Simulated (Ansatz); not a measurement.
# TiB2 (P6/mmm) in Ansatz: band structure with HSE06

Aim: the band structure of TiB2 with HSE06.

All numbers are computed with Ansatz 0.2.0; they aren't measurements. Logs are shortened: lines on timing, memory, paths and dates and some standing lists are left out, and cuts for length are marked.

## Step 1: The structure

The structure is hexagonal, space group P6/mmm (No. 191). The conventional cell has a = 3.029 Å, b = 3.029 Å, c = 3.228 Å, α = 90.00°, β = 90.00°, γ = 120.00°. Ti (site symmetry 6/mmm) is surrounded by 12 B at 2.38 Å. B (site symmetry -6m2) is surrounded by 3 B at 1.75 Å.

## Step 2: Band structure, HSE06

input

```
crystal:
  lattice:
    - [3.0292, 0.0, 0.0]
    - [-1.5146, 2.6233641531, 0.0]
    - [0.0, 0.0, 3.2284]
  atoms:
    - { symbol: Ti, position: [0.0, 0.0, 0.0] }
    - { symbol: B, position: [0.6666666667, 0.3333333333, 0.5] }
    - { symbol: B, position: [0.3333333333, 0.6666666667, 0.5] }
hamiltonian:
  xc: hse06
  pseudopotentials: { kind: paw }
kpoints:
  mp_grid: { grid: [8, 8, 6] }
  band_path:
    path:
      - [[0.0, 0.0, 0.0], [0.5, 0.0, 0.0], [0.3333333333, 0.3333333333, 0.0], [0.0, 0.0, 0.0], [0.0, 0.0, 0.5], [0.5, 0.0, 0.5], [0.3333333333, 0.3333333333, 0.5], [0.0, 0.0, 0.5]]
      - [[0.5, 0.0, 0.5], [0.5, 0.0, 0.0]]
      - [[0.3333333333, 0.3333333333, 0.0], [0.3333333333, 0.3333333333, 0.5]]
    npoints: 4
scf:
  occupations: { method: fermi_dirac, width: 0.05 }
  n_extra_bands: 7
output:
  forces: true
  stress: true
  eigenvalues: true
  fatbands: false
```

Potentials or basis: Ansatz PAW.

The program printed:

```text
Warning: output.stress: scf.convergence.dr2_threshold = 1e-7 eV (the SCF's general default) is looser than the 3e-10 eV advised for a printed stress (1e-10 eV for each atom of the cell: 3). What an SCF threshold leaves in a stress goes as its square root, and in the free energy as the threshold itself, and one threshold admits the most on a small cell: of the crystals measured, under no hybrid functional and no lock of the moments, on runs that ended without the residual-converged pass, on stresses that held no estimate of that error, the worst erred by over 100 MPa in a component at 1e-7 eV an atom and by under 5 at 1e-10. Set scf.convergence.dr2_threshold to 3e-10 eV or tighter. The threshold is an SCF's pass mark: one that does not reach it within its budget of iterations ends unconverged, or closes short of it on a stop that the run arms, and scf.convergence.dr2_threshold's page says what that costs each kind of run
Warning: output.stress: scf.exx.energy_threshold = 1e-6 eV is looser than the 3e-8 eV advised for a stress under a hybrid functional (1e-8 eV for each atom of the cell: 3). Every SCF of the exchange loop can meet its threshold on dr2 while the loop round them stops early: no threshold on dr2 bounds what that leaves in the stress. Set scf.exx.energy_threshold to 3e-8 eV or tighter. The threshold is the loop's pass mark: a loop that does not reach it within its budget of cycles ends unconverged, and scf.exx.energy_threshold's page has the law
scf.n_extra_bands = 7 over 9 filled bands (N_el = 18.0): the run solves 16 bands
GPUs: using 1 of 1 available (devices: 1).
Engine: ansatz 0.2.0, x86_64-unknown-linux-gnu
Pseudopotentials: kind: paw
Pseudopotential: Ti, paw, valence charge 12, recommended cutoff 420 eV (normal), Ti.paw.azcp
Pseudopotential: B, paw, valence charge 3, recommended cutoff 420 eV (normal), B.paw.azcp
Functional definition: HSE06
  parameter a = 0.25
  parameter omega = 0.11/bohr
  exchange = pbe_x - a*pbe_x_sr(omega) + a*exact_x_sr(omega)
  correlation = pbe_c
device memory: the entry about to start is reckoned to put 0.7 GiB on a device that reports 74.4 GiB free (of which the cap on the GPU budget leaves the run 18.0 GiB)
GPU FFT provider: cuFFT
GPU libraries: cuBLAS 13.8.2, cuFFT 12.4.0, cuSOLVER 12.3.4
Crystal: 3 atoms, lattice volume = 25.655 Å³
Basis set: ecut = 420 eV, 503 PW (Γ), exchange–correlation on 48×48×48 points (8 copies of the dense FFT grid, shifted against one another)
Bands: 16, of which v1, the nominal top of the filled ones, is band 9 counted from 1 (8 counted from 0)
Symmetry: 24 space group operations
Space group: P6/mmm (ITA 191), of the structure as read, at distance tolerance 2.9e-5 Å
k-points: 40 of 384
Non-local potential: Ti, projectors of the file, l = 0: 3, l = 1: 2, l = 2: 3, l = 3: 1
Non-local potential: B, projectors of the file, l = 0: 2, l = 1: 2, l = 2: 1
PAW form: soft (Blöchl's): semilocal exchange-correlation on the pseudo side does not see the compensation charge
PAW frozen core: Ti, regenerated for the run's functional, and the local potential with it (the file was generated under x = pbe(κ = 0.804, μ = 0.2195149727645171), c = pbe(β = 0.06672455060314922))
PAW frozen core: B, regenerated for the run's functional, and the local potential with it (the file was generated under x = pbe(κ = 0.804, μ = 0.2195149727645171), c = pbe(β = 0.06672455060314922))
PAW one-centre angular grid: Ti, 590 points (default); XC on 64 Gauss nodes
PAW one-centre angular grid: B, 110 points (default); XC on 64 Gauss nodes
Initial density: superposition of atomic densities (neutral atoms: chi_scale 0, normalization atom), corrected by the library's trained network
Initial wavefunctions: pseudopotential atomic-orbital guess
GPU buffer pool allocated for 13824 grid points (all kernels)
GPU transforms: local potential and band sums: pruned to the plane-wave sphere, on 24×24×24
Functional: x = pbe(κ = 0.804, μ = 0.2195149727645171), c = pbe(β = 0.06672455060314922), warm-up for x = pbe(κ = 0.804, μ = 0.2195149727645171) + 0.25 (exact − pbe) at short range (hse, ω = 0.20786987370883472 Å⁻¹), c = pbe(β = 0.06672455060314922); HSE06 as pw.x's `hse` composes it (authors' and Libxc's form: `xc: wpbeh`)
SCF iter   1: F=—  HF=-2814.697760 eV  |F-HF|=—  |Δ(HF+E_count)|=         —  Δρ=3.32e-3  dr2=2.38e-3  ethr=1.77e-3  ⟨swp⟩=5.9  Hψ=2601  notcnv=0
preconditioner: auto → none  [insulator: Δε(μ)=0.367 eV  Ē_g=10.463 eV  σ=0.050 eV  W_gap=0.88  n_scr=8 (ndim 8)  ℏωp=23.2 eV  f_vac=0.000  D(μ)=0.11/eV (n_scr^D=0)]
SCF iter   2: F=—  HF=-2814.697368 eV  |F-HF|=—  |Δ(HF+E_count)|=   3.91e-4  Δρ=1.24e-3  dr2=3.49e-4  ethr=1.32e-5  ⟨swp⟩=3.5  Hψ=1592  notcnv=0  defer=5
iter 3 solved again at ethr=6.37e-8 eV; its pass at ethr=1.94e-6 eV (dr2=1.15e-5 eV) is discarded
SCF iter   3: F=—  HF=-2814.697324 eV  |F-HF|=—  |Δ(HF+E_count)|=   4.49e-5  Δρ=2.11e-4  dr2=1.10e-5  ethr=6.37e-8  ⟨swp⟩=3.2  Hψ=2148  notcnv=0  defer=1
SCF iter   4: F=—  HF=-2814.697323 eV  |F-HF|=—  |Δ(HF+E_count)|=   3.78e-7  Δρ=1.80e-5  dr2=1.06e-7  ethr=6.09e-8  ⟨swp⟩=2.3  Hψ=1024  notcnv=0
SCF iter   5: F=—  HF=-2814.697323 eV  |F-HF|=—  |Δ(HF+E_count)|=   1.80e-8  Δρ=3.78e-6  dr2=8.41e-10  ethr=5.89e-10  ⟨swp⟩=3.8  Hψ=1273  notcnv=0
SCF iter   6: F=-2814.697323 eV  HF=-2814.697323 eV  |F-HF|=2.09e-11  |Δ(HF+E_count)|=  8.05e-10  Δρ=6.49e-7  dr2=3.55e-11  ethr=4.67e-12  ⟨swp⟩=3.6  Hψ=1370  notcnv=0
SCF 1 converged in 6 iterations: F = -2814.697323 eV  dr2 = 3.55e-11
device memory: the entry about to start is reckoned to put 1.3 GiB on a device that reports 74.4 GiB free (of which the cap on the GPU budget leaves the run 18.0 GiB)
GPU FFT provider: cuFFT
GPU libraries: cuBLAS 13.8.2, cuFFT 12.4.0, cuSOLVER 12.3.4
Initial density: handed on by an earlier stage of this run
Initial wavefunctions: those handed on with the density
GPU buffer pool allocated for 13824 grid points (all kernels)
GPU transforms: local potential and band sums: pruned to the plane-wave sphere, on 24×24×24
Functional: x = pbe(κ = 0.804, μ = 0.2195149727645171) + 0.25 (exact − pbe) at short range (hse, ω = 0.20786987370883472 Å⁻¹), c = pbe(β = 0.06672455060314922); HSE06 as pw.x's `hse` composes it (authors' and Libxc's form: `xc: wpbeh`)
Exchange kernel: α = 0.2500, screened, ω = 0.2079 Å⁻¹, Wigner–Seitz truncation, v(0) = 1046.0515 eV·Å³, q-mesh 8×8×6, nearest image of the exchange supercell L = 19.37 Å, pair-density grid 15×15×15, without the augmentation charges, whose exchange is taken in its separable form by FFT convolution over the k-point mesh (sized by the pseudopotential files, 18×18×24 at the most), smooth part of the exact exchange by density-matrix convolution in up to 3.15 GiB of GPU memory as planned if the GPU has room (build and FFT work areas not counted)
Frozen-core exchange: fock
iter 1 solved again at ethr=9.57e-4 eV; its pass at ethr=1.00e-1 eV (dr2=1.72e-1 eV) is discarded
SCF iter   1: F=—  HF=-2814.565976 eV  |F-HF|=—  |Δ(HF+E_count)|=         —  Δρ=2.44e-2  dr2=2.10e-1  ethr=9.57e-4  ⟨swp⟩=4.0  Hψ=2932  notcnv=0
preconditioner: auto → none  [insulator: Δε(μ)=0.449 eV  Ē_g=12.317 eV  σ=0.050 eV  W_gap=0.95  n_scr=8 (ndim 8)  ℏωp=23.2 eV  f_vac=0.000  D(μ)=0.10/eV (n_scr^D=0)]
SCF iter   2: F=—  HF=-2814.535915 eV  |F-HF|=—  |Δ(HF+E_count)|=   3.01e-2  Δρ=1.71e-2  dr2=1.27e-1  ethr=9.57e-4  ⟨swp⟩=4.1  Hψ=1970  notcnv=0
SCF iter   3: F=—  HF=-2814.507878 eV  |F-HF|=—  |Δ(HF+E_count)|=   2.80e-2  Δρ=2.52e-3  dr2=2.26e-3  ethr=5.99e-4  ⟨swp⟩=3.1  Hψ=1538  notcnv=0
SCF iter   4: F=—  HF=-2814.515291 eV  |F-HF|=—  |Δ(HF+E_count)|=   7.41e-3  Δρ=1.75e-3  dr2=1.07e-3  ethr=7.14e-6  ⟨swp⟩=4.2  Hψ=1759  notcnv=0
SCF iter   5: F=—  HF=-2814.514984 eV  |F-HF|=—  |Δ(HF+E_count)|=   3.07e-4  Δρ=3.27e-4  dr2=1.62e-5  ethr=5.73e-6  ⟨swp⟩=3.0  Hψ=1088  notcnv=0
SCF iter   6: F=-2814.515046 eV  HF=-2814.515048 eV  |F-HF|=2.72e-6  |Δ(HF+E_count)|=   6.43e-5  Δρ=1.01e-4  dr2=3.55e-6  ethr=5.88e-8  ⟨swp⟩=4.0  Hψ=1878  notcnv=0
SCF 2 stopped early in 6 iterations: F = -2814.515046 eV  dr2 = 3.55e-6
hybrid outer 1: dexx = +8.050e-3 eV, tail = 3.23e-5 eV
GPU FFT provider: cuFFT
GPU libraries: cuBLAS 13.8.2, cuFFT 12.4.0, cuSOLVER 12.3.4
GPU buffer pool allocated for 13824 grid points (all kernels)
GPU transforms: local potential and band sums: pruned to the plane-wave sphere, on 24×24×24
Exchange kernel: α = 0.2500, screened, ω = 0.2079 Å⁻¹, Wigner–Seitz truncation, v(0) = 1046.0515 eV·Å³, q-mesh 8×8×6, nearest image of the exchange supercell L = 19.37 Å, pair-density grid 15×15×15, without the augmentation charges, whose exchange is taken in its separable form by FFT convolution over the k-point mesh (sized by the pseudopotential files, 18×18×24 at the most), smooth part of the exact exchange by density-matrix convolution in up to 3.15 GiB of GPU memory as planned if the GPU has room (build and FFT work areas not counted)
Frozen-core exchange: fock
SCF iter   1: F=—  HF=-2814.514680 eV  |F-HF|=—  |Δ(HF+E_count)|=         —  Δρ=6.16e-5  dr2=5.89e-7  ethr=8.98e-7  ⟨swp⟩=3.9  Hψ=1545  notcnv=0
preconditioner: auto → none  [insulator: Δε(μ)=0.436 eV  Ē_g=12.106 eV  σ=0.050 eV  W_gap=0.95  n_scr=8 (ndim 8)  ℏωp=23.2 eV  f_vac=0.000  D(μ)=0.10/eV (n_scr^D=0)]
SCF iter   2: F=—  HF=-2814.514681 eV  |F-HF|=—  |Δ(HF+E_count)|=   7.24e-7  Δρ=2.40e-5  dr2=2.07e-7  ethr=2.66e-9  ⟨swp⟩=4.3  Hψ=1368  notcnv=0  defer=2
SCF iter   3: F=-2814.514681 eV  HF=-2814.514681 eV  |F-HF|=1.69e-9  |Δ(HF+E_count)|=   3.73e-8  Δρ=7.77e-6  dr2=9.06e-9  ethr=1.05e-9  ⟨swp⟩=2.5  Hψ=1058  notcnv=0  defer=4
SCF 3 converged in 3 iterations: F = -2814.514681 eV  dr2 = 9.06e-9
  Residual-converged pass: ⟨swp⟩=3.0  Hψ=1258  notcnv=0  max |occ|·‖R‖ = 2.4e-6 eV (tolerance 2.4e-6 eV)  dr2=8.93e-9  dr2_onsite=1.40e-9  max |Δocc| = 5.4e-11
hybrid outer 2: dexx = +7.366e-7 eV, tail = 2.84e-8 eV, Δε = 2.15e-3 eV (about 7.02e-5 eV left of the loop's levels)
device memory: the entry about to start is reckoned to put 0.3 GiB on a device that reports 71.5 GiB free (of which the cap on the GPU budget leaves the run 18.0 GiB)
NSCF: frozen V_eff on 39 k-points, pencils in batches of 32, up to order 72
hybrid SCF converged: 2 outer / 9 inner (+6 warm-up), last move |dexx| = 7.37e-7 eV, tail = 2.84e-8 eV
Stability not checked: this state was not tested for a lower state beside it, because the functional holds exact exchange (a hybrid, or Hartree-Fock), whose exchange loop this test does not read (fock_operator; see scf.lower_state_search)
Free energy (F): -2814.514681 eV
Frozen-core exchange: fock
Harris-Foulkes:  -2814.514681 eV  (|F-HF|=1.69e-9)
Internal energy: -2814.513525 eV  (E = F + TS)
E sigma→0 (E₀):  -2814.514103 eV
Entropy (-TS):   -0.001156 eV (-0.385 meV/atom)
Fermi energy:    15.550688 eV
--- Per-component energies (eV) ---
  E_band       = -130.904318
  E_kinetic    = 375.490667
  E_local      = -778.582047  (includes V_loc(G=0)·N_el)
  E_nonlocal   = 25.543094
  E_hartree    = 328.142623
  E_xc         = -134.392405
  E_vxc        = -163.335093  (∫ρ·V_xc dr)
  E_exx        = -50.605506  (= α·E_x^exact, valence–valence)
  E_paw        = -1183.730079  (= ΣΔE_a)
  E_vpaw       = -145.095074  (= ΣTr[D̂ρ^β])
  E_aug_tail   = 0.000098  (compensation charges beyond the density's cutoff)
  E_ewald      = -1396.182920
  E_core_change = -0.197051  (= ΣΔE_core)
  E_smearing   = -0.001156  (= −TS)
  E_closure    = -0.000000  (closes the sum)
  Σ components = -2814.514681   (vs F -2814.514681, Δ=-4.55e-13)
--- Forces (eV/Å), atoms counted from 1 ---
  atom   1  Ti    -0.00000000     0.00000000     0.00000000
  atom   2  B      0.00000000     0.00000000     0.00000000
  atom   3  B      0.00000000    -0.00000000     0.00000000
  max |Σ_I F_I| component: 5.55e-17 eV/Å
--- Stress (GPa, compression-positive) ---
       -4.422268       0.000000      -0.000000
       -0.000000      -4.422268      -0.000000
       -0.000000      -0.000000      -5.677352
  P = ⅓ Tr σ = -4.8406 GPa (-48.406 kbar)
--- Band table (eV; the first three rows and the last of 40) ---
  k-point 0: bands = ["-46.5837", "-21.3261", "-20.9878", "-20.9878", "-0.2248", "12.0934", "12.0934", "12.3347", "12.7904", "17.7902", "17.7902", "19.6827", "19.6827", "21.5852", "21.5852", "22.7938"]
  k-point 1: bands = ["-46.5798", "-21.3832", "-20.9835", "-20.9835", "0.1731", "9.9642", "12.4417", "12.4417", "14.8774", "16.8536", "16.8536", "18.9502", "18.9502", "22.7162", "23.0224", "23.0224"]
  k-point 2: bands = ["-46.5721", "-21.4959", "-20.9748", "-20.9748", "1.1777", "7.5446", "13.4293", "13.4293", "15.6983", "15.6983", "16.7296", "17.2714", "17.2714", "22.5610", "25.4380", "25.4380"]
  k-point 39: bands = ["-46.5005", "-21.4292", "-21.3323", "-21.2084", "4.7373", "5.9099", "8.6800", "11.2760", "11.3056", "18.5921", "19.9156", "20.2459", "20.5348", "21.2734", "23.0506", "25.6446"]
```

Wall time 59 s (1 × NVIDIA H100 80GB HBM3 with 2 threads of AMD EPYC 7R13 (Zen 3), shared host); peak memory 2.4 GiB.

Results:

* Free energy: -2814.5147 eV
* Pressure: -4.8 GPa
* Band gap on the k mesh: none (metal or under the smearing width)

Levels at the corners of the path, in eV from the Fermi level:
| point | band 5 | band 6 | band 7 | band 8 | band 9 | band 10 | band 11 | band 12 | band 13 | band 14 |
| --- | --- | --- | --- | --- | --- | --- | --- | --- | --- | --- |
| Γ | -15.78 | -3.46 | -3.46 | -3.22 | -2.76 | 2.24 | 2.24 | 4.13 | 4.13 | 6.03 |
| M | -11.12 | -11.04 | -4.23 | -4.11 | -2.91 | 1.55 | 3.21 | 3.44 | 3.75 | 7.61 |
| K | -10.01 | -10.01 | -8.78 | -2.45 | -2.45 | 1.46 | 1.46 | 2.28 | 7.72 | 7.72 |
| Γ | -15.78 | -3.46 | -3.46 | -3.22 | -2.76 | 2.24 | 2.24 | 4.13 | 4.13 | 6.03 |
| A | -13.64 | -9.22 | -1.08 | -1.08 | -0.29 | -0.29 | 0.37 | 0.37 | 2.01 | 6.93 |
| L | -11.57 | -9.09 | -5.74 | -4.88 | -4.25 | 3.01 | 3.41 | 5.10 | 5.23 | 5.56 |
| H | -10.23 | -10.23 | -7.03 | -4.19 | -4.19 | 3.05 | 4.84 | 4.84 | 5.04 | 5.04 |
| A | -13.64 | -9.22 | -1.08 | -1.08 | -0.29 | -0.29 | 0.37 | 0.37 | 2.01 | 6.93 |
| L | -11.57 | -9.09 | -5.74 | -4.88 | -4.25 | 3.01 | 3.41 | 5.10 | 5.23 | 5.56 |
| M | -11.12 | -11.04 | -4.23 | -4.11 | -2.91 | 1.55 | 3.21 | 3.44 | 3.75 | 7.61 |
| K | -10.01 | -10.01 | -8.78 | -2.45 | -2.45 | 1.46 | 1.46 | 2.28 | 7.72 | 7.72 |
| H | -10.23 | -10.23 | -7.03 | -4.19 | -4.19 | 3.05 | 4.84 | 4.84 | 5.04 | 5.04 |

Caveat: the PAW data sets come from PBE, with cores solved anew for the run's functional, which leaves a small shift of forces and pressure; the thresholds are loose for stress.
